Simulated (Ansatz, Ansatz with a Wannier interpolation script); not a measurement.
# From a coarse GW mesh to bands everywhere: SiC (Moissanite)

G0W0 gives levels on a mesh alone; what do the bands of SiC (Moissanite) look like between the points?

Program: Ansatz 0.2.0. Level of theory: LDA, Wannier functions and G0W0, plane waves, PAW. Results are calculated unless marked as measured.

**The experiments to reproduce.**

- Gap 3.33 eV: band gap at cryogenic temperature; bulk crystal (literature value) (quoted in “Silicon carbide diodes for neutron detection”, 2020, arxiv:2009.14696).

### 1. Set-up

Symmetry: P6_3mc, No. 186, hexagonal system. The conventional cell has a = 3.076 Å, b = 3.076 Å, c = 5.048 Å, α = 90.00°, β = 90.00°, γ = 120.00°. Nearest to Si lie 4 C at 1.87 to 1.94 Å. Nearest to C lie 4 Si at 1.87 to 1.94 Å. Farther neighbours are not listed.

The cell and positions come from the Crystallography Open Database and are kept as given unless a step says otherwise. The default PAW set here is soft_1. Its files were made with PBE; for other functionals the partial waves and projectors stay those of PBE.

### 2. LDA bands

Levels along a band path, at the cheap level, show where the edges lie and whether the meshes to come will hold them.

This step: DFT, LDA, plane waves, PAW.

File input.yaml:

```yaml
crystal:
  lattice:
    - [3.076, 0.0, 0.0]
    - [-1.538, 2.66389414, 0.0]
    - [0.0, 0.0, 5.048]
  atoms:
    - { symbol: Si, position: [0.33333333, 0.66666667, 0.0] }
    - { symbol: Si, position: [0.66666667, 0.33333333, 0.5] }
    - { symbol: C, position: [0.33333333, 0.66666667, 0.385] }
    - { symbol: C, position: [0.66666667, 0.33333333, 0.885] }
kpoints:
  mp_grid: { grid: [9, 9, 4] }
  band_path:
    path:
      - [[0.0, 0.0, 0.0], [0.5, 0.0, 0.0], [0.33333333, 0.33333333, 0.0], [0.0, 0.0, 0.0], [0.0, 0.0, 0.5], [0.5, 0.0, 0.5], [0.33333333, 0.33333333, 0.5], [0.0, 0.0, 0.5]]
      - [[0.5, 0.0, 0.5], [0.5, 0.0, 0.0]]
      - [[0.33333333, 0.33333333, 0.5], [0.33333333, 0.33333333, 0.0]]
    npoints: 10
hamiltonian:
  xc: lda
  pseudopotentials: { kind: paw, azcp: { folder: "./paw" } }
scf:
  occupations: { method: fermi_dirac, width: 0.02 }
  n_extra_bands: 30
output:
  eigenvalues: true
  fatbands: true
  write_density: true
  write_potential: true
  elf: true
  volumetric_format: npy
```

Launch:

```sh
ansatz run input.yaml --threads 3 --pin off --max-ram 92160MiB --backend cuda --events-out ev --progress --plain --runs-dir out --devices 1 --max-vram 13GiB
```

Numbers of over 12 decimals in the logs are rounded to 6 here.

Log:

```text
Warning: <dir> the record states the generating functional pbe (its physics header spells it `PBE`), which answers neither for hamiltonian.xc's functional nor for the lda family's — results may be inconsistent (PPs are generated against a specific XC)
Warning: <dir> the record states the generating functional pbe (its physics header spells it `PBE`), which answers neither for hamiltonian.xc's functional nor for the lda family's — results may be inconsistent (PPs are generated against a specific XC)
scf.n_extra_bands = 30 over 8 filled bands (N_el = 16.0): the run solves 38 bands
GPUs: using 1 of 1 available (devices: 1).
Engine: ansatz 0.2.0, x86_64-unknown-linux-gnu
Pseudopotentials: kind: paw
Pseudopotential: Si, paw, valence charge 4, recommended cutoff 420 eV (normal), <dir>
Pseudopotential: C, paw, valence charge 4, recommended cutoff 420 eV (normal), <dir>
Functional definition: SPW92
  exchange = slater_x
  correlation = pw_c
device memory: the entry about to start is reckoned to put 1.9 GiB on a device that reports 73.0 GiB free (of which the cap on the GPU budget leaves the run 13.0 GiB)
GPU FFT provider: cuFFT
GPU libraries: cuBLAS 13.8.2, cuFFT 12.4.0, cuSOLVER 12.3.4
Crystal: 4 atoms, lattice volume = 41.364 Å³
Basis set: ecut = 420 eV, 785 PW (Γ)
Bands: 38, of which v1, the nominal top of the filled ones, is band 8 counted from 1 (7 counted from 0)
Symmetry: 12 space group operations
Space group: P63mc (ITA 186), of the structure as read, at distance tolerance 3.5e-5 Å
k-points: 36 of 324 (time reversal used)
Non-local potential: Si, projectors of the file, l = 0: 2, l = 1: 2, l = 2: 1
Non-local potential: C, projectors of the file, l = 0: 2, l = 1: 2, l = 2: 1
PAW form: soft (Blöchl's): semilocal exchange-correlation on the pseudo side does not see the compensation charge
PAW frozen core: Si, regenerated for the run's functional, and the local potential with it (the file was generated under x = pbe(κ = 0.804, μ = 0.219515), c = pbe(β = 0.066725))
PAW frozen core: C, regenerated for the run's functional, and the local potential with it (the file was generated under x = pbe(κ = 0.804, μ = 0.219515), c = pbe(β = 0.066725))
PAW one-centre angular grid: Si, 110 points (default); XC on 64 Gauss nodes
PAW one-centre angular grid: C, 110 points (default); XC on 64 Gauss nodes
Initial density: superposition of atomic densities (chi_scale 0.1, normalization cell, long waves kept (reshape's long-wave potential 0.00 eV rms))
Initial wavefunctions: pseudopotential atomic-orbital guess
GPU buffer pool allocated for 20736 grid points (all kernels)
GPU transforms: local potential and band sums: pruned to the plane-wave sphere, on 24×24×36
Functional: x = slater, c = lda
SCF iter   1: F=—  HF=-1707.467671 eV  |F-HF|=—  |Δ(HF+E_count)|=         —  Δρ=1.38e-1  dr2=9.59e0  ethr=3.10e-3  ⟨swp⟩=5.3  Hψ=6521  notcnv=0  defer=548
preconditioner: auto → none  [insulator: Δε(μ)=4.371 eV  Ē_g=27.142 eV  σ=0.020 eV  W_gap=1.00  n_scr=2 (ndim 8)  ℏωp=23.1 eV  f_vac=0.000  D(μ)=0.00/eV (n_scr^D=0)  ε∞_Penn≈1.7]
SCF iter   2: F=—  HF=-1704.884908 eV  |F-HF|=—  |Δ(HF+E_count)|=    2.58e0  Δρ=5.75e-2  dr2=1.66e0  ethr=3.10e-3  ⟨swp⟩=2.6  Hψ=2003  notcnv=0  defer=847
SCF iter   3: F=—  HF=-1704.355837 eV  |F-HF|=—  |Δ(HF+E_count)|=   5.29e-1  Δρ=2.93e-3  dr2=1.71e-3  ethr=3.10e-3  ⟨swp⟩=2.2  Hψ=1084  notcnv=0  defer=844
SCF iter   4: F=—  HF=-1704.356059 eV  |F-HF|=—  |Δ(HF+E_count)|=   2.22e-4  Δρ=3.99e-4  dr2=2.58e-5  ethr=1.07e-5  ⟨swp⟩=2.7  Hψ=1878  notcnv=0  defer=842
SCF iter   5: F=—  HF=-1704.356026 eV  |F-HF|=—  |Δ(HF+E_count)|=   3.27e-5  Δρ=4.16e-5  dr2=3.99e-7  ethr=1.61e-7  ⟨swp⟩=2.2  Hψ=921  notcnv=0  defer=842
SCF iter   6: F=-1704.356026 eV  HF=-1704.356026 eV  |F-HF|=3.23e-9  |Δ(HF+E_count)|=   2.75e-8  Δρ=5.54e-6  dr2=7.77e-9  ethr=6.25e-10  ⟨swp⟩=10.8  Hψ=10262  notcnv=0
SCF 1 converged in 6 iterations: F = -1704.356026 eV  dr2 = 7.77e-9
[...]
device memory: the entry about to start is reckoned to put 2.4 GiB on a device that reports 76.8 GiB free (of which the cap on the GPU budget leaves the run 13.0 GiB)
NSCF: frozen V_eff on 93 k-points, pencils in batches of 32, up to order 168
SCF converged after 6 iterations
Free energy (F): -1704.356026 eV
Harris-Foulkes:  -1704.356026 eV  (|F-HF|=3.23e-9)
Internal energy: -1704.356026 eV  (E = F + TS)
E sigma→0 (E₀):  -1704.356026 eV
Fermi energy:    10.643022 eV
--- Per-component energies (eV) ---
  E_band       = 54.134851
  E_kinetic    = 266.799090
  E_local      = -196.416974  (includes V_loc(G=0)·N_el)
  E_nonlocal   = 94.332510
  E_hartree    = 64.129441
  E_xc         = -209.812949
  E_vxc        = -217.485205  (∫ρ·V_xc dr)
  E_paw        = -1155.110682  (= ΣΔE_a)
  E_vpaw       = -21.353932  (= ΣTr[D̂ρ^β])
  E_aug_tail   = 0.000096  (compensation charges beyond the density's cutoff)
  E_ewald      = -568.570884
  E_core_change = 0.294327  (= ΣΔE_core)
  E_smearing   = -0.000000  (= −TS)
  E_closure    = -0.000000  (closes the sum)
  Σ components = -1704.356026   (vs F -1704.356026, Δ=0.00e0)
--- Band table (eV; the first three rows and the last of 36) ---
  k-point 0: bands = [... 4 lower, 7.9899, 9.2700, 9.2700, 9.5435, 14.1211, 15.5586, 15.9469, 15.9469, ... 26 higher]
  k-point 1: bands = [... 4 lower, 8.1540, 8.1540, 9.0557, 9.0557, 14.3959, 16.0697, 16.0697, 16.3034, ... 26 higher]
  k-point 2: bands = [... 4 lower, 8.5798, 8.5798, 8.5798, 8.5798, 15.1862, 15.1862, 16.6182, 16.6182, ... 26 higher]
  k-point 35: bands = [... 4 lower, 3.6564, 3.6564, 7.7894, 7.7894, 14.3048, 14.3048, 15.3992, 15.3992, ... 26 higher]
```

Wall time 18 s (1 × NVIDIA H100 80GB HBM3 (shared by 6 runs) with 3 threads of AMD EPYC 7R13 (Zen 3), shared host); peak memory 0.89 GiB.

Numbers from this step:

| Quantity | Value |
| --- | --- |
| filled bands | 8 |
| gap | 2.213 eV |
| valence top at | Γ |
| conduction bottom at | K |
| least direct gap | 3.988 eV |

The gap is indirect, with the least direct gap 1.78 eV higher.

Electrostatic potential energy in the ac plane at fractional y = 0.333, with atoms of Si and C within 0.2 Å of it. With pseudopotentials it is smooth inside the atoms' cores, unlike the true potential.

Values in eV, 22 rows by 16 columns, each cell a mean:
```
  5   2  -1  -2   0   3   5   3 -10 -27 -36 -37 -31 -16   0   5
  6   5   3   3   4   5   6  -1 -21 -37 -37 -37 -37 -28  -6   5
  8   8   7   7   7   8   7  -1 -22 -37 -37 -37 -37 -29  -7   6
 10  10   9   9  10  10   9   3 -12 -29 -36 -37 -32 -18   0   8
 11  11  11  11  11  11  10   8   1 -10 -18 -19 -13  -2   6  10
 11  12  12  12  12  12  11   9   7   4   1   1   3   6   9  11
 11  12  12  12  12  11  10   7   5   2  -1  -1   1   4   7   9
  9  11  12  12  11  10   7   3  -5 -13 -17 -18 -15  -8   1   6
  7  10  11  11  10   8   4  -6 -20 -26 -25 -25 -26 -23 -11   1
  5   9  11  11  10   7   0 -16 -27 -23 -11  -9 -19 -27 -21  -4
  4   8  10  10   9   6  -2 -20 -28 -15   4   7  -9 -26 -24  -7
  5   8   9   9   8   6   0 -16 -27 -21  -8  -6 -17 -27 -21  -4
  6   8   8   8   8   7   3  -7 -21 -26 -25 -24 -26 -24 -12   1
  8   9   8   8   8   8   6   2  -7 -16 -21 -22 -18 -10   0   5
 10  10  10   9  10  10   9   7   4   0  -4  -4  -2   3   6   9
 11  11  11  11  11  11  11  10   8   7   6   6   7   8   9  11
 11  11  11  11  11  11  11  11  11  10  10  10  10  11  11  11
 11  10  10   9  10  10  11  11  12  12  12  12  12  12  12  11
  9   8   7   6   7   8  10  11  11  12  12  12  12  12  11  10
  7   5   3   3   4   6   8  10  11  11  11  11  11  11  10   9
  5   2  -1  -2   0   3   6   8   9   8   6   6   7   9   9   7
  4   1  -3  -4  -2   2   5   6   4  -3 -10 -11  -6   2   6   6
```
Columns run along a (3.1 Å; values clipped at the 3rd and 97th percentile), rows up along c (5.0 Å). Atoms in or near the plane, at fractional coordinates: Si at (0.67, 0.50), C at (0.67, 0.88).

Valence density in the ac plane at fractional y = 0.333, with atoms of Si and C within 0.2 Å of it. It is the smooth field of the valence electrons, not physical close to the nuclei.

Values in e/Å³, 22 rows by 16 columns, each cell a mean:
```
0.5 0.4 0.3 0.3 0.4 0.5 0.6 0.9 1.2 1.5 1.6 1.6 1.6 1.3 1.0 0.7
0.5 0.4 0.3 0.3 0.4 0.5 0.7 1.0 1.4 1.7 1.7 1.7 1.8 1.6 1.1 0.8
0.5 0.3 0.3 0.3 0.3 0.4 0.6 0.9 1.4 1.7 1.7 1.6 1.7 1.5 1.1 0.7
0.4 0.2 0.2 0.2 0.2 0.3 0.5 0.7 1.1 1.5 1.7 1.7 1.6 1.3 0.9 0.5
0.3 0.2 0.1 0.1 0.2 0.2 0.3 0.5 0.8 1.2 1.4 1.4 1.2 0.9 0.6 0.4
0.2 0.1 0.1 0.1 0.1 0.2 0.3 0.4 0.6 0.8 1.0 1.0 0.9 0.7 0.5 0.3
0.2 0.1 0.1 0.1 0.1 0.2 0.2 0.3 0.5 0.6 0.7 0.7 0.7 0.5 0.4 0.3
0.2 0.1 0.1 0.1 0.1 0.2 0.2 0.3 0.4 0.5 0.6 0.6 0.5 0.4 0.3 0.3
0.2 0.2 0.2 0.2 0.2 0.2 0.3 0.3 0.3 0.3 0.4 0.4 0.3 0.3 0.3 0.3
0.3 0.3 0.3 0.3 0.3 0.3 0.3 0.3 0.3 0.2 0.2 0.2 0.2 0.3 0.3 0.4
0.4 0.4 0.4 0.4 0.4 0.4 0.5 0.4 0.3 0.2 0.1 0.1 0.2 0.3 0.4 0.4
0.5 0.5 0.5 0.5 0.5 0.5 0.5 0.5 0.4 0.3 0.2 0.2 0.2 0.3 0.5 0.5
0.5 0.5 0.5 0.5 0.5 0.5 0.5 0.5 0.4 0.3 0.2 0.2 0.3 0.4 0.5 0.5
0.5 0.5 0.5 0.5 0.5 0.5 0.5 0.4 0.4 0.3 0.3 0.3 0.3 0.4 0.4 0.4
0.4 0.4 0.4 0.4 0.4 0.4 0.3 0.3 0.3 0.3 0.2 0.2 0.3 0.3 0.3 0.3
0.3 0.3 0.3 0.3 0.3 0.3 0.2 0.2 0.2 0.2 0.2 0.2 0.2 0.2 0.2 0.2
0.2 0.2 0.2 0.2 0.2 0.2 0.2 0.2 0.1 0.1 0.1 0.1 0.1 0.1 0.1 0.2
0.2 0.2 0.2 0.2 0.2 0.2 0.2 0.1 0.1 0.1 0.1 0.1 0.1 0.1 0.1 0.2
0.2 0.2 0.2 0.2 0.2 0.2 0.2 0.2 0.2 0.2 0.2 0.2 0.2 0.2 0.2 0.2
0.2 0.2 0.2 0.2 0.2 0.2 0.2 0.3 0.3 0.3 0.3 0.3 0.3 0.3 0.3 0.2
0.3 0.3 0.2 0.2 0.3 0.3 0.4 0.4 0.5 0.5 0.6 0.6 0.5 0.5 0.4 0.4
0.4 0.3 0.3 0.3 0.3 0.4 0.5 0.6 0.8 0.9 1.0 1.0 1.0 0.8 0.7 0.5
```
Columns run along a (3.1 Å), rows up along c (5.0 Å). Atoms in or near the plane, at fractional coordinates: Si at (0.67, 0.50), C at (0.67, 0.88).

### 3. Wannier functions (C:2s C:2p Si:3p) on 9×9×4

Localised functions give a small Hamiltonian that interpolates between mesh points at no cost.

This step: maximally localised Wannier functions, LDA, plane waves, PAW.

input.yaml, the sections that differ from step 2:

```yaml
kpoints:
  mp_grid: { grid: [9, 9, 4] }
scf:
  occupations: { method: fixed }
  n_extra_bands: 30
output:
  wannier:
    kmesh: [9, 9, 4]
    projections:
      - { species: C, l: s, shell: 2 }
      - { species: C, l: p, shell: 2 }
      - { species: Si, l: p, shell: 3 }
    minimise: true
    write_hr: true
    seedname: w
    conv_tol: 1.0e-07
    max_iter: 4000
    disentanglement:
      window: [0.68, 23.95]
      frozen_window: [0.68, 14.76]
      conv_tol: 1.0e-08
# crystal, hamiltonian: as in step 2
```

Log:

```text
[...]
GPUs: using 1 of 1 available (devices: 1).
[...]
GPU FFT provider: cuFFT
GPU libraries: cuBLAS 13.8.2, cuFFT 12.4.0, cuSOLVER 12.3.4
Crystal: 4 atoms, lattice volume = 41.364 Å³
Basis set: ecut = 420 eV, 785 PW (Γ)
Bands: 38, of which v1, the nominal top of the filled ones, is band 8 counted from 1 (7 counted from 0)
Symmetry: 12 space group operations
[...]
k-points: 36 of 324 (time reversal used)
[...]
GPU buffer pool allocated for 20736 grid points (all kernels)
[...]
SCF iter   1: F=—  HF=-1707.467648 eV  |F-HF|=—  |Δ(HF+E_count)|=         —  Δρ=1.38e-1  dr2=9.60e0  ethr=3.10e-3  ⟨swp⟩=4.3  Hψ=5218  notcnv=0  defer=877
[...]
SCF iter   7: F=-1704.356026 eV  HF=-1704.356026 eV  |F-HF|=2.61e-9  |Δ(HF+E_count)|=   8.97e-8  Δρ=6.55e-6  dr2=7.77e-9  ethr=6.25e-10  ⟨swp⟩=2.0  Hψ=1800  notcnv=0
SCF 1 converged in 7 iterations: F = -1704.356026 eV  dr2 = 7.77e-9
[...]
NSCF: frozen V_eff on 36 k-points
the band table was solved once the SCF had ended and its energy, with any forces and stress, was formed, with the checks that follow a solve (5215 applications of the Hamiltonian). They found nothing against the state; the energy, forces and stress were not computed again (output.eigenvalues in the input reference)
[...]
NSCF: frozen V_eff on 40 k-points, pencils in batches of 32, up to order 152
the Wannier pass solved 40 of the 324 points of its mesh, and has the states at the others by symmetry: states obtained by the crystal's operations at points that were solved too leave a residual of 2.29e-13 eV (read by the count's bands and the next), within 6.67e-6 eV
SCF converged after 7 iterations
Free energy (F): -1704.356026 eV
[...]
Internal energy: -1704.356026 eV  (E = F + TS)
E sigma→0 (E₀):  -1704.356026 eV
Fermi energy:    9.543427 eV
[...]
--- Band table (eV; the first three rows and the last of 36) ---
  k-point 0: bands = [... 4 lower, 7.9899, 9.2700, 9.2700, 9.5434, 14.1211, 15.5586, 15.9468, 15.9468, ... 26 higher]
  k-point 1: bands = [... 4 lower, 8.1540, 8.1540, 9.0557, 9.0557, 14.3959, 16.0696, 16.0696, 16.3034, ... 26 higher]
  k-point 2: bands = [... 4 lower, 8.5797, 8.5797, 8.5797, 8.5797, 15.1862, 15.1862, 16.6182, 16.6182, ... 26 higher]
  k-point 35: bands = [... 4 lower, 3.6563, 3.6563, 7.7894, 7.7894, 14.3048, 14.3048, 15.3992, 15.3992, ... 26 higher]
Wannier search: line search 1 of at most 4000: gauge-dependent spread (as the search counts it) 19.8434114 Å², largest recent change 4.6e0 Å² and fall left 7.8e0 Å² against conv_tol 1.0e-7 Å², 0 stops escaped
WARN: <dir> 936 periodic images of 924 elements of H(R) lie 4.88e-4 to 1.95e-3 Å beyond their element's nearest image, near the 9.77e-4 Å window within which an element is shared among its images; whether they share it moves the interpolated H(k) by 5.6e-3 eV (Frobenius norm, root mean square over the Brillouin zone); at the model's own mesh points H(k) does not change
```

Run time: 24 s. Hardware: 1 × NVIDIA H100 80GB HBM3 (shared by 6 runs) with 3 threads; peak memory 0.95 GiB; 6.8 s of CPU time.

Numbers from this step:

- gauge-invariant spread: 22.18 Å²
- diagonal spread: 0.1749 Å²
- off-diagonal spread: 2.470 Å²
- total spread: 24.82 Å²
- least projectability: 0.001169
- localisation steps: 34
- disentanglement steps: 105
- r.m.s. interpolation error: 0.005435 eV
- r.m.s. error near the gap: 0.004715 eV

Near the gap the model misses directly solved bands by 4.7 meV r.m.s. and by 33 meV at most in the window tested. This tests the starting bands, not the corrections carried with them.

Wannier functions, by row:

| function | x (Å) | y (Å) | z (Å) | spread (Å²) | nearest atom | distance (Å) |
| --- | --- | --- | --- | --- | --- | --- |
| 1 | 0.679 | 2.168 | 0.327 | 2.04 | Si1 | 0.85 |
| 2 | 0.859 | 0.496 | 2.851 | 2.04 | Si2 | 0.85 |
| 3 | 0 | 1.776 | 1.884 | 1.389 | C3 | 0.059 |
| 4 | 0 | 1.759 | 1.98 | 1.425 | C3 | 0.041 |
| 5 | 0 | 1.794 | 1.98 | 1.425 | C3 | 0.041 |
| 6 | 1.538 | 0.888 | 4.408 | 1.389 | C4 | 0.059 |
| 7 | 1.538 | 0.905 | 4.504 | 1.425 | C4 | 0.041 |
| 8 | 1.538 | 0.87 | 4.504 | 1.425 | C4 | 0.041 |
| 9 | 0 | 1.776 | -0.92 | 2.052 | Si1 | 0.92 |
| 10 | -0.679 | 2.168 | 0.327 | 2.04 | Si1 | 0.85 |
| 11 | 0 | 0.992 | 0.327 | 2.04 | Si1 | 0.85 |
| 12 | 1.538 | 0.888 | 1.604 | 2.052 | Si2 | 0.92 |
| 13 | 2.217 | 0.496 | 2.851 | 2.04 | Si2 | 0.85 |
| 14 | 1.538 | 1.672 | 2.851 | 2.04 | Si2 | 0.85 |

Frozen up to 5.21 eV; above it the model need not follow the bands. Electronic bands along the path, in eV, zero at the valence-band top:

| point | band 5 | band 6 | band 7 | band 8 | band 9 | band 10 | band 11 | band 12 |
| --- | --- | --- | --- | --- | --- | --- | --- | --- |
| Γ | -1.55 | -0.27 | -0.27 | 0.00 | 4.58 | 6.02 | 6.41 | 6.41 |
| halfway | -3.19 | -2.75 | -0.93 | -0.90 | 3.79 | 5.66 | 6.97 | 7.72 |
| M | -5.44 | -3.54 | -3.29 | -1.49 | 2.50 | 4.12 | 7.10 | 7.28 |
| halfway | -5.50 | -4.80 | -3.36 | -2.82 | 3.15 | 4.87 | 7.49 | 8.50 |
| K | -6.48 | -4.13 | -4.05 | -4.05 | 2.21 | 7.85 | 8.62 | 8.62 |
| halfway | -4.34 | -3.06 | -1.73 | -1.17 | 5.00 | 5.56 | 6.74 | 6.91 |
| Γ | -1.55 | -0.27 | -0.27 | 0.00 | 4.58 | 6.02 | 6.41 | 6.41 |
| halfway | -1.39 | -1.39 | -0.49 | -0.49 | 4.85 | 6.54 | 6.54 | 6.77 |
| A | -0.96 | -0.96 | -0.96 | -0.96 | 5.64 | 5.64 | 7.07 | 7.07 |
| halfway | -3.08 | -3.08 | -1.96 | -1.96 | 4.27 | 4.27 | 7.21 | 7.21 |
| L | -2.69 | -2.69 | -2.34 | -2.34 | 3.10 | 3.10 | 4.87 | 4.87 |
| halfway | -4.47 | -4.47 | -1.95 | -1.95 | 4.06 | 4.06 | 6.09 | 6.09 |
| H | -5.89 | -5.89 | -1.75 | -1.75 | 4.76 | 4.76 | 5.86 | 5.86 |
| halfway | -3.19 | -3.19 | -2.65 | -2.65 | 4.94 | 4.94 | 7.34 | 7.34 |
| A | -0.96 | -0.96 | -0.96 | -0.96 | 5.64 | 5.64 | 7.07 | 7.07 |
| jump to L | -2.69 | -2.69 | -2.34 | -2.34 | 3.10 | 3.10 | 4.87 | 4.87 |
| halfway | -4.17 | -3.32 | -2.35 | -1.90 | 2.83 | 3.12 | 6.74 | 6.89 |
| M | -5.44 | -3.54 | -3.29 | -1.49 | 2.50 | 4.12 | 7.10 | 7.28 |
| jump to H | -5.89 | -5.89 | -1.75 | -1.75 | 4.76 | 4.76 | 5.86 | 5.86 |
| halfway | -6.69 | -4.78 | -2.85 | -2.85 | 3.40 | 6.27 | 6.27 | 7.66 |
| K | -6.48 | -4.13 | -4.05 | -4.05 | 2.21 | 7.85 | 8.62 | 8.62 |

The same for Kohn-Sham, solved directly:

| point | band 5 | band 6 | band 7 | band 8 | band 9 | band 10 | band 11 | band 12 |
| --- | --- | --- | --- | --- | --- | --- | --- | --- |
| Γ | -1.55 | -0.27 | -0.27 | 0.00 | 4.58 | 6.02 | 6.40 | 6.40 |
| M | -5.44 | -3.55 | -3.29 | -1.49 | 2.50 | 4.13 | 6.66 | 7.13 |
| K | -6.48 | -4.13 | -4.05 | -4.05 | 2.21 | 7.85 | 8.54 | 8.54 |
| Γ | -1.55 | -0.27 | -0.27 | 0.00 | 4.58 | 6.02 | 6.40 | 6.40 |
| A | -0.96 | -0.96 | -0.96 | -0.96 | 5.64 | 5.64 | 7.07 | 7.07 |
| L | -2.69 | -2.69 | -2.34 | -2.34 | 3.10 | 3.10 | 4.90 | 4.90 |
| H | -5.89 | -5.89 | -1.75 | -1.75 | 4.76 | 4.76 | 5.86 | 5.86 |
| A | -0.96 | -0.96 | -0.96 | -0.96 | 5.64 | 5.64 | 7.07 | 7.07 |
| L | -2.69 | -2.69 | -2.34 | -2.34 | 3.10 | 3.10 | 4.90 | 4.90 |
| M | -5.44 | -3.55 | -3.29 | -1.49 | 2.50 | 4.13 | 6.66 | 7.13 |
| H | -5.89 | -5.89 | -1.75 | -1.75 | 4.76 | 4.76 | 5.86 | 5.86 |
| K | -6.48 | -4.13 | -4.05 | -4.05 | 2.21 | 7.85 | 8.54 | 8.54 |

(Continued in part 2 of 2.)

[Paths, hosts, dates, memory and timing lines, banners, echoed tables and standing remarks are left out of the program output.]

[Logs are printed without paths, hosts, clocks, repeated set-up lines and the standing remarks that a program may print on its own settings, such as how far it seeks lower states.]

[Runs of the session that timed out or met a known fault of the program may be left out.]

[Hosts, paths, dates, database ids (printed as entryN), source tags and the programs' standing remarks are cut or masked in the printed files.]
